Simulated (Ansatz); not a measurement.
# MnSb (P6_3/mmc): response to moved atoms and strain

Aim: move atoms of MnSb (P6_3/mmc) or strain its cell, and read the forces, the stress and the rise in energy.

Method: DFT PBE with spin–orbit coupling, plane waves, PAW, in Ansatz 0.2.0.

2 further runs of the same task are left out: 2 that didn't finish.

## Step 1: The system as given

The structure is hexagonal, space group P6_3/mmc (No. 194). The conventional cell has a = 4.099 Å, b = 4.099 Å, c = 5.594 Å, α = 90.00°, β = 90.00°, γ = 120.00°. Mn (site symmetry -3m) has 6 Sb at 2.75 Å and 2 Mn at 2.80 Å as nearest neighbours. Around Sb (site symmetry -6m2) lie 6 Mn at 2.75 Å.

Coordinates:

```xyz
4
Lattice="4.0991 0.0000 0.0000 -2.0496 3.5500 0.0000 0.0000 0.0000 5.5942" Properties=species:S:1:pos:R:3 pbc="T T T"
Mn    0.0000    0.0000    0.0000
Mn    0.0000    0.0000    2.7971
Sb    0.0000    2.3666    1.3986
Sb    2.0496    1.1833    4.1957
```

This cell comes from an earlier session at PBE with spin–orbit coupling: 20.352 Å³/atom at 0.01 GPa, on a 10×10×6 mesh.

The changes: atom 1 (Mn) moved 0.05 Å along y; strain e5 = -0.02, atoms carried along.

## Step 2: Atom 1 (Mn) moved 0.05 Å along y

The input, input.yaml:

```yaml
crystal:
  lattice:
    - [4.0991366956, 0.0, 0.0]
    - [-2.0495683478, 3.549956512, 0.0]
    - [0.0, 0.0, 5.5942496177]
  atoms:
    - { symbol: Mn, position: [0.0070423398, 0.0140846796, 0.0], spin: 3.33, spin_axis: [0.0, 0.0, 1.0] }
    - { symbol: Mn, position: [0.0, 0.0, 0.5], spin: 3.33, spin_axis: [0.0, 0.0, 1.0] }
    - { symbol: Sb, position: [0.3333333333, 0.6666666667, 0.25] }
    - { symbol: Sb, position: [0.6666666667, 0.3333333333, 0.75] }
basis:
  ecutwfc: 420
  ecutrho_ratio: 4
kpoints:
  mp_grid: { grid: [10, 10, 6] }
hamiltonian:
  xc: pbe
scf:
  occupations: { method: gaussian, width: 0.05 }
  lower_state_search: "off"
output:
  forces: true
  stress: true
  eigenvalues: true
  populations: true
  write_density: true
  write_potential: true
  elf: true
  volumetric_format: npy
magnetization:
  noncollinear: true
  spin_orbit: true
checkpoint:
  read: start.run
  write: ck
  compress: false
  write_wavefunctions: false
  write_every: 100000
```

start.run holds the converged state of the cell before the atoms were moved.

On the command line:

```bash
$ ansatz run input.yaml --threads 4 --pin off --max-ram 7168MiB --backend cpu --events-out ev --progress --plain --runs-dir out
```

Further steps of the session: Strain e5 = -0.02, atoms carried along.

Before running it: what results should come out? Wanted: for each run, change; change of free energy; largest force; largest change of stress.

**Answer**, as computed:

| change | change of free energy (meV/atom) | largest force (eV/Å) | largest change of stress (GPa) |
| --- | --- | --- | --- |
| atom 1 (Mn) moved 0.05 Å along y | 1.93 | 0.309 | 0.06 |
| strain e5 = -0.02, atoms carried along | 1.45 | 0.005 | 1.15 |

Moving atom 1 by 0.05 Å meets a restoring force of 0.309 eV/Å along the move, a force constant of about 6.2 eV/Å². The strain e5 = -0.02 changes that stress component by +1.15 GPa (compression positive), a ratio of 58 GPa; that is a secant over a finite strain with the atoms carried along, not the elastic constant. No change lowers the energy by more than 0.5 meV/atom; other distortions weren't tried.
